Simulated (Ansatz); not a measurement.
CrCuO2:

```
CELL_PARAMETERS angstrom
1.48670 0.85835 5.70000
-1.48670 0.85835 5.70000
0.00000 -1.71669 5.70000
ATOMIC_POSITIONS crystal
Cu 0.00000 0.00000 0.00000
Cr 0.50000 0.50000 0.50000
O 0.89208 0.89208 0.89208
O 0.10792 0.10792 0.10792
```

Base run:

- Program: Ansatz 0.2.0
- Functional: PBE
- Potentials or basis: Ansatz PAW
- Cutoff: 420 eV (not typed: the program's choice for these potentials)
- k mesh: 10 × 10 × 10
- Occupations: fermi-dirac, width 0.05 eV
- Spin: collinear spin, ferromagnetic start
- Starting moments: [0.6, 3.0, 0.0, 0.0] μB

Its results: band gap on the k mesh 1.11 eV, indirect (least direct gap 1.28 eV); pressure 4.1 GPa; net moment 3.00 μB per cell; site moments Cu +0.01; Cr +2.40; O +0.01 μB; largest force 0.026 eV/Å.

Problem. The run is repeated on the same cell with these changes: functional from PBE to LDA. What comes out?

Solution. Band gap on the k mesh 0.75 eV, indirect (least direct gap 0.95 eV); pressure -10.2 GPa; net moment 3.00 μB per cell; site moments Cu +0.01; Cr +2.39; O +0.01 μB; largest force 0.076 eV/Å.

LDA binds more tightly than PBE, so the same cell stands under less pressure.

Caveats: only a ferromagnetic start was run, and an antiferromagnetic order may lie lower in energy; the PAW data sets come from PBE, with cores solved anew for the run's functional, which leaves a small shift of forces and pressure (some runs).
